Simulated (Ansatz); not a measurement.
NbP: course of a relaxation

The calculation used DFT PBE, scalar-relativistic, plane waves, PAW (Ansatz). Settings: 420 eV cutoff, 10×10×4 k-mesh, Gaussian smearing of 0.10 eV, no spin polarisation.

What was changed: uniaxial strain along a, with b, c and atoms relaxed: -2.0 %.

Command:

```bash
ansatz run input.yaml --threads 1 --pin off --max-ram 2560MiB --backend cpu --events-out ev --progress --plain --runs-dir out
```

Input:

```yaml
crystal:
  lattice:
    - [3.2801059073, 0.0, 0.0]
    - [0.0, 3.3637820784, 0.0]
    - [0.0, 0.0, 11.4851042928]
  atoms:
    - { symbol: Nb, position: [0.5, 0.5, -0.0003550605] }
    - { symbol: Nb, position: [0.0, 0.5, 0.7500541567] }
    - { symbol: Nb, position: [0.0, 0.0, 0.4996449395] }
    - { symbol: Nb, position: [0.5, 0.0, 0.2500541567] }
    - { symbol: P, position: [0.0, 0.0, 0.082565216] }
    - { symbol: P, position: [0.5, 0.0, 0.8329928378] }
    - { symbol: P, position: [0.5, 0.5, 0.582565216] }
    - { symbol: P, position: [0.0, 0.5, 0.3329928378] }
basis:
  ecutwfc: 420
kpoints:
  mp_grid: { grid: [10, 10, 4] }
hamiltonian:
  xc: pbe
scf:
  occupations: { method: gaussian, width: 0.1 }
output:
  forces: true
  stress: true
  eigenvalues: true
  write_density: true
  write_potential: true
  elf: true
  volumetric_format: npy
relax:
  adjacent_minimum: "off"
  f_tol: 0.008
  max_steps: 40
  cell: { stress_tol: 0.015, fix: [a, angles] }
```

F is the free energy. Steps run on the plane waves of an earlier cell, but the last one, and at times one on the way, on a freshly chosen basis, so a repeated geometry can differ a little in energy. The held parts of the cell keep their stress, so P needn't end at zero.

Steps:

| step | F − F(1) (eV) | largest force component (eV/Å) | V (Å³/atom) | P (GPa) |
| --- | --- | --- | --- | --- |
| 1 | 0.0000 | 0.076 | 15.840 | 2.30 |
| 2 | -0.0007 | 0.048 | 15.945 | 1.06 |
| 3 | -0.0016 | 0.005 | 15.901 | 1.57 |
| 4 | -0.0016 | 0.000 | 15.900 | 1.58 |
| 5 | -0.0017 | 0.000 | 15.900 | 1.58 |

Relaxed structure:

```yaml
crystal:
  lattice:
    - [3.28011, 0.00000, 0.00000]
    - [0.00000, 3.36963, 0.00000]
    - [0.00000, 0.00000, 11.50861]
  atoms:
    - { symbol: Nb, position: [0.50000, 0.50000, 0.99929] }
    - { symbol: Nb, position: [0.00000, 0.50000, 0.75013] }
    - { symbol: Nb, position: [0.00000, 0.00000, 0.49929] }
    - { symbol: Nb, position: [0.50000, 0.00000, 0.25013] }
    - { symbol: P, position: [0.00000, 0.00000, 0.08249] }
    - { symbol: P, position: [0.50000, 0.00000, 0.83335] }
    - { symbol: P, position: [0.50000, 0.50000, 0.58249] }
    - { symbol: P, position: [0.00000, 0.50000, 0.33335] }
```

It takes space group Imm2 (No. 44, orthorhombic). The conventional cell has a = 3.280 Å, b = 3.370 Å, c = 11.509 Å, α = 90.00°, β = 90.00°, γ = 90.00°. Nb (site symmetry mm2) is surrounded by 6 P at 2.54 to 2.55 Å. Around Nb (site symmetry mm2) lie 6 P at 2.53 to 2.54 Å. Around P (site symmetry mm2) lie 6 Nb at 2.53 to 2.54 Å. P (site symmetry mm2) is surrounded by 6 Nb at 2.54 to 2.55 Å.

The run converged. The run took 2.4 min on 1 thread of AMD EPYC 9R14 (Zen 4), on a shared host, peak memory 0.74 GiB.